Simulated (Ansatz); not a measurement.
Ge:

```xyz
2
Lattice="1.4881 -2.5947 0.0000 1.4881 2.5947 0.0000 0.0000 0.0000 4.7276" Properties=species:S:1:pos:R:3 pbc="T T T"
Ge    1.4881    0.8643    1.1819
Ge    1.4881   -0.8643    3.5457
```

This isn't the form of Ge at room conditions, which is diamond.

Base run:

| Item | Value |
| --- | --- |
| Program | Ansatz 0.2.0 |
| Functional | PBEsol |
| Potentials or basis | all-electron LAPW, scalar-relativistic |
| Cutoff | 199 eV |
| Density cutoff | 798 eV |
| Basis error allowed | 0.001 eV/atom |
| k mesh | 10 × 10 × 6 |
| Occupations | gaussian, width 0.02 eV |
| Spin | no spin polarisation |

Its results: band gap on the k mesh none (metal or under the smearing width); pressure 0.5 GPa.

**Question.** The run is repeated on the same cell with these changes: k mesh from 10 × 10 × 6 to 6 × 6 × 4; occupations from gaussian, width 0.02 eV to fermi-dirac, width 0.03 eV. What comes out?

**Answer.** Band gap on the k mesh none (metal or under the smearing width); pressure -0.6 GPa.

Caveats: some runs use coarse meshes; the k mesh is thin for a metal, which can move the energy by tens of meV per atom (some runs).

Not every run made on this cell is shown here.
